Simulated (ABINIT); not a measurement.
Set up this calculation in ABINIT 10.8.3 (patched build), as the native input.

| Item | Value |
| --- | --- |
| Task | equation of state |
| Functional | r2SCAN |
| Potentials or basis | JTH PAW PBE v2.0 |
| Cutoff | 626 eV |
| k mesh | 8 × 8 × 8 |
| Occupations | fermi-dirac, width 0.05 eV |
| Spin | no spin polarisation |
| Fine-grid cutoff | 1224.51 eV |

Crystal: BeTe.

```
CELL_PARAMETERS angstrom
0.00000 2.77000 2.77000
2.77000 0.00000 2.77000
2.77000 2.77000 0.00000
ATOMIC_POSITIONS crystal
Te 0.75000 0.75000 0.75000
Be 0.00000 0.00000 0.00000
```

One way to write it, as run:

run.abi

```
# Datasets: one volume each
ndtset 7
getwfk -1
scalecart1 3*0.9795861087
scalecart2 3*0.9864848297
scalecart3 3*0.9932883884
scalecart4 3*1.0000000000
scalecart5 3*1.0066227096
scalecart6 3*1.0131594038
scalecart7 3*1.0196128224

# Pseudopotentials
pp_dirpath "./"
pseudos "Te.GGA_PBE-JTH.xml, Be.GGA_PBE-JTH.xml"

# Structure
acell 7.4027593915 7.4027593915 7.4027593915
rprim
     0.0000000000     0.7071067812     0.7071067812
     0.7071067812     0.0000000000     0.7071067812
     0.7071067812     0.7071067812     0.0000000000
ntypat 2
znucl 52 4
natom 2
typat 1 2
xred
     0.7500000000     0.7500000000     0.7500000000
     0.0000000000     0.0000000000     0.0000000000

# Plane-wave basis
ecut 625.861884 eV
pawecutdg 45.0

# k points
kptopt 1
ngkpt 8 8 8
nshiftk 1
shiftk 0.0 0.0 0.0

# Exchange and correlation
ixc -497498
usekden 1
pawxcdev 0

# Bands and occupations
nband 9
occopt 3
tsmear 0.05 eV

# SCF cycle
nstep 100
tolvrs 1.0e-7

# Output
iomode 3
prtwf 1
prtden 0
prteig 0
prtebands 0
enunit 1
```

Potentials or basis: JTH PAW PBE v2.0.

Command:

```bash
$ abinit run.abi > log 2>&1
```

It gave:

The equilibrium volume is 22.68 Å³/atom (rough: see the caveat) and the bulk modulus is 61 GPa (rough).

Caveat: pressures at fixed basis lie under the slope of the energies; the minimum lies outside the volumes run; the PAW data sets were made with another functional, which shifts forces and pressure a little.

Run time: 4.1 min on 1 thread of Arm Neoverse V1 (shared host), peak memory 0.18 GiB.
